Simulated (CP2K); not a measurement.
# Hf (P6_3/mmc) in CP2K: further runs, part 2 of 3

CP2K 2026.2.

## 3. Band structure, PBE

The input, hf_bands.inp:

```
&GLOBAL
  PROJECT hf_bands
  RUN_TYPE ENERGY_FORCE
  PRINT_LEVEL LOW
&END GLOBAL
&FORCE_EVAL
  METHOD QS
  STRESS_TENSOR ANALYTICAL
  &DFT
    BASIS_SET_FILE_NAME BASIS_ccGRB_UZH
    POTENTIAL_FILE_NAME POTENTIAL_UZH
    &MGRID
      CUTOFF 500
      REL_CUTOFF 60
      NGRIDS 4
    &END MGRID
    &QS
      METHOD GPW
      EPS_DEFAULT 1.0E-9
    &END QS
    &KPOINTS
      SCHEME MONKHORST-PACK 10 10 5
      GAMMA_CENTERED T
      SYMMETRY T
      SYMMETRY_BACKEND SPGLIB
    &END KPOINTS
    &SCF
      SCF_GUESS ATOMIC
      EPS_SCF 1.0E-6
      MAX_SCF 100
      ADDED_MOS 16
      CHOLESKY OFF
      EPS_EIGVAL 1.0E-7
      &DIAGONALIZATION ON
        ALGORITHM STANDARD
      &END DIAGONALIZATION
      &MIXING ON
        METHOD BROYDEN_MIXING
        ALPHA 0.4
        BETA 1.5
        NBUFFER 8
      &END MIXING
      &SMEAR ON
        METHOD FERMI_DIRAC
        ELECTRONIC_TEMPERATURE 580.23
      &END SMEAR
    &END SCF
    &XC
      &XC_FUNCTIONAL
        &GGA_X_PBE
        &END GGA_X_PBE
        &GGA_C_PBE
        &END GGA_C_PBE
      &END XC_FUNCTIONAL
    &END XC
    &PRINT
      &KPOINTS ON
      &END KPOINTS
      &MULLIKEN ON
      &END MULLIKEN
      &MO ON
        ENERGIES T
        OCCUPATION_NUMBERS T
        &EACH
          QS_SCF 0
        &END EACH
        ADD_LAST NUMERIC
      &END MO
      &BAND_STRUCTURE
        FILE_NAME bands.bs
        ADDED_MOS 2
        &KPOINT_SET
          UNITS B_VECTOR
          NPOINTS 10
          SPECIAL_POINT GAMMA 0.00000000 0.00000000 0.00000000
          SPECIAL_POINT M 0.50000000 0.00000000 0.00000000
          SPECIAL_POINT K 0.33333333 0.33333333 0.00000000
          SPECIAL_POINT GAMMA 0.00000000 0.00000000 0.00000000
          SPECIAL_POINT A 0.00000000 0.00000000 0.50000000
          SPECIAL_POINT L 0.50000000 0.00000000 0.50000000
          SPECIAL_POINT H 0.33333333 0.33333333 0.50000000
          SPECIAL_POINT A 0.00000000 0.00000000 0.50000000
        &END KPOINT_SET
        &KPOINT_SET
          UNITS B_VECTOR
          NPOINTS 10
          SPECIAL_POINT L 0.50000000 0.00000000 0.50000000
          SPECIAL_POINT M 0.50000000 0.00000000 0.00000000
        &END KPOINT_SET
        &KPOINT_SET
          UNITS B_VECTOR
          NPOINTS 10
          SPECIAL_POINT K 0.33333333 0.33333333 0.00000000
          SPECIAL_POINT H 0.33333333 0.33333333 0.50000000
        &END KPOINT_SET
      &END BAND_STRUCTURE
    &END PRINT
  &END DFT
  &SUBSYS
    &CELL
      ABC 3.1967000000 3.1967000000 5.0578000000
      ALPHA_BETA_GAMMA 90.0000000000 90.0000000000 119.9999999998
      PERIODIC XYZ
    &END CELL
    &COORD
      SCALED
      Hf  0.6666666667 0.3333333333 0.7500000000
      Hf  0.3333333333 0.6666666667 0.2500000000
    &END COORD
    &KIND Hf
      BASIS_SET ccGRB-D-q12
      POTENTIAL GTH-PBE-q12
    &END KIND
    &PRINT
      &ATOMIC_COORDINATES ON
      &END ATOMIC_COORDINATES
      &CELL ON
      &END CELL
    &END PRINT
  &END SUBSYS
  &PRINT
    &FORCES ON
    &END FORCES
    &STRESS_TENSOR ON
    &END STRESS_TENSOR
  &END PRINT
&END FORCE_EVAL
```

Potentials or basis: POTENTIAL_UZH Hf GTH-PBE-q12; ccGRB-D basis.

On the command line:

```bash
> OMP_NUM_THREADS=1 cp2k.psmp -i hf_bands.inp -o hf_bands.out
```

hf_bands.out:

```text

 CP2K| version string:                                       CP2K version 2026.2
 CP2K| Input file name                                              hf_bands.inp

 GLOBAL| Force Environment number                                              1
 GLOBAL| Basis set file name                                     BASIS_ccGRB_UZH
 GLOBAL| Potential file name                                       POTENTIAL_UZH
 GLOBAL| MM Potential file name                                     MM_POTENTIAL
 GLOBAL| Coordinate file name                                      __STD_INPUT__
 GLOBAL| Method name                                                        CP2K
 GLOBAL| Project name                                                   hf_bands
 GLOBAL| Run type                                                   ENERGY_FORCE
 GLOBAL| FFT library                                                       FFTW3
[... 6 lines left out ...]
 GLOBAL| Total number of message passing processes                             1
 GLOBAL| Number of threads for this process                                    1
 GLOBAL| CPU model name                                 Intel(R) Xeon(R) 6975P-C

 CELL| Volume [angstrom^3]:                                            44.760615
 CELL| Vector a [angstrom]:       3.197     0.000     0.000   |a| =     3.196700
 CELL| Vector b [angstrom]:      -1.598     2.768     0.000   |b| =     3.196700
 CELL| Vector c [angstrom]:       0.000     0.000     5.058   |c| =     5.057800
 CELL| Angle (b,c), alpha [degree]:                                    90.000000
 CELL| Angle (a,c), beta  [degree]:                                    90.000000
 CELL| Angle (a,b), gamma [degree]:                                   120.000000
 CELL| Numerically orthorhombic:                                              NO
 CELL| Periodicity                                                           XYZ

 CELL_REF| Volume [angstrom^3]:                                        44.760615
 CELL_REF| Vector a [angstrom     3.197     0.000     0.000   |a| =     3.196700
 CELL_REF| Vector b [angstrom    -1.598     2.768     0.000   |b| =     3.196700
 CELL_REF| Vector c [angstrom     0.000     0.000     5.058   |c| =     5.057800
 CELL_REF| Angle (b,c), alpha [degree]:                                90.000000
 CELL_REF| Angle (a,c), beta  [degree]:                                90.000000
 CELL_REF| Angle (a,b), gamma [degree]:                               120.000000
 CELL_REF| Numerically orthorhombic:                                          NO
 CELL_REF| Periodicity                                                       XYZ
[... 9 lines left out ...]
 TOTAL NUMBERS AND MAXIMUM NUMBERS
[... 149 lines left out ...]
 MO|      5              -0.743212             -20.223840               2.000000
 MO|      6              -0.740485             -20.149622               2.000000
[... 462 lines left out ...]
 MO|     27               1.029329              28.009456               0.000000
 MO|     28               1.077718              29.326202               0.000000
 MO| Sum:                                                              24.000135
 MO| E(Fermi):            0.382190 a.u.         10.399931 eV

 [... the levels of further k-points ...]

 !-----------------------------------------------------------------------------!
                     Mulliken Population Analysis

 #  Atom  Element  Kind  Atomic population                           Net charge
       1     Hf       1         12.000000                             -0.000000
       2     Hf       1         12.000000                             -0.000000
 # Total charge                             24.000000                 -0.000000

 !-----------------------------------------------------------------------------!

 KPOINTS| Band Structure Calculation
 KPOINTS| Number of k-point sets                                               3
 KPOINTS| Number of added MOs/bands                                            2
 KPOINTS| Number of k-points in set    1                                      71
 KPOINTS| In units of b-vector [2pi/Bohr]
 KPOINTS| Special point     1       GAMMA     0.000000     0.000000     0.000000
 KPOINTS| Special point     2           M     0.500000     0.000000     0.000000
 KPOINTS| Special point     3           K     0.333333     0.333333     0.000000
 KPOINTS| Special point     4       GAMMA     0.000000     0.000000     0.000000
 KPOINTS| Special point     5           A     0.000000     0.000000     0.500000
 KPOINTS| Special point     6           L     0.500000     0.000000     0.500000
 KPOINTS| Special point     7           H     0.333333     0.333333     0.500000
 KPOINTS| Special point     8           A     0.000000     0.000000     0.500000
 KPOINTS| Number of k-points in set    2                                      11
 KPOINTS| In units of b-vector [2pi/Bohr]
 KPOINTS| Special point     1           L     0.500000     0.000000     0.500000
 KPOINTS| Special point     2           M     0.500000     0.000000     0.000000
 KPOINTS| Number of k-points in set    3                                      11
 KPOINTS| In units of b-vector [2pi/Bohr]
 KPOINTS| Special point     1           K     0.333333     0.333333     0.000000
 KPOINTS| Special point     2           H     0.333333     0.333333     0.500000

 ENERGY| Total FORCE_EVAL ( QS ) energy [hartree]            -98.691935666238990

 FORCES| Atomic forces [hartree/bohr]
 FORCES|   Atom     x               y               z               |f|
 FORCES|      1  5.32458448E-09  2.71389072E-09 -4.08518346E-09   7.23913853E-09
 FORCES|      2 -5.32459909E-09 -2.71389987E-09  4.08517627E-09   7.23914864E-09
 FORCES| Sum    -1.46112429E-14 -9.15484517E-15 -7.19397279E-15
 FORCES| Total atomic force                                       1.86829563E-14

 STRESS| Analytical stress tensor [bar]
 STRESS|                        x                   y                   z
 STRESS|      x        6.04824404426E+03  -1.91271961712E-02  -1.12370970520E-07
 STRESS|      y       -1.91271961712E-02   6.04705312602E+03   1.49128743924E-05
 STRESS|      z       -1.12370970520E-07   1.49128743924E-05  -1.48846431574E+03
 STRESS| 1/3 Trace                                             3.53561095152E+03
 STRESS| Determinant                                          -5.44391728533E+10

 STRESS| Eigenvectors and eigenvalues of the analytical stress tensor [bar]
 STRESS|                        1                   2                   3
 STRESS| Eigenvalues  -1.48846431574E+03   6.04705281890E+03   6.04824435138E+03
 STRESS|      x           0.000000000015      0.016054670875      0.999871115466
 STRESS|      y          -0.000000001979      0.999871115466     -0.016054670875
 STRESS|      z           1.000000000000      0.000000001979     -0.000000000047
```

Run time: 24 s. Hardware: 1 thread of Intel Xeon 6975P-C (Granite Rapids), shared host; peak memory 0.35 GiB.

Results:

```
Free energy            : -2685.5441 eV
Pressure               : 0.4 GPa
Band gap on the k mesh : none (metal or under the smearing width)
```

Levels at the corners of the path, in eV from the Fermi level:
```csv
point,band 9,band 10,band 11,band 12,band 13,band 14,band 15,band 16
Γ,-7.16,-3.70,1.22,1.22,1.44,1.50,2.06,2.06
M,-3.34,-2.73,-2.22,-0.82,0.84,0.88,1.72,5.99
K,-2.12,-1.79,-1.79,-1.43,0.38,0.38,2.08,5.27
Γ,-7.16,-3.70,1.22,1.22,1.44,1.50,2.06,2.06
A,-5.37,-5.37,0.20,0.20,1.12,1.12,1.12,1.12
L,-3.39,-3.39,-0.97,-0.97,1.18,1.18,2.68,2.68
H,-1.75,-1.75,-1.46,-1.46,-0.21,-0.21,2.55,2.55
A,-5.37,-5.37,0.20,0.20,1.12,1.12,1.12,1.12
L,-3.39,-3.39,-0.97,-0.97,1.18,1.18,2.68,2.68
M,-3.34,-2.73,-2.22,-0.82,0.84,0.88,1.72,5.99
K,-2.12,-1.79,-1.79,-1.43,0.38,0.38,2.08,5.27
H,-1.75,-1.75,-1.46,-1.46,-0.21,-0.21,2.55,2.55
```

Caveat: spin-orbit coupling is left out, which moves the levels of the heavy elements; the basis of atomic orbitals isn't converged, which shifts pressures, moduli and gaps.

[end of part 2 of 3]
